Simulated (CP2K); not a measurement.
## Pt and the effect of the dispersion correction

```xyz
1
Lattice="2.7731 0.0000 0.0000 1.3866 2.4016 0.0000 1.3866 0.8005 2.2643" Properties=species:S:1:pos:R:3 pbc="T T T"
Pt    0.0000    0.0000    0.0000
```

Kept alike: task single point; functional r2SCAN; k mesh 12 × 12 × 12; occupations fermi-dirac, width 0.05 eV; no spin polarisation. Program: CP2K, POTENTIAL_UZH Pt GTH-SCAN-q18; TZVP-MOLOPT-SCAN-GTH basis. The mesh is that of the run's cell of 1 atom. No spin-orbit coupling.

```csv
dispersion correction,pressure (GPa)
D3(BJ),3.88
D3(BJ)+ATM,5.53
D4,5.58
none,7.83
rVV10,5.42
```

Pressure is positive in compression. For a metal such a mesh leaves the last digits unconverged.

Q: What does the dispersion correction change here?

A: The pressure runs from 3.88 (D3(BJ)) to 7.83 GPa (none). Dispersion terms mostly attract, so at fixed cell they lower the pressure.
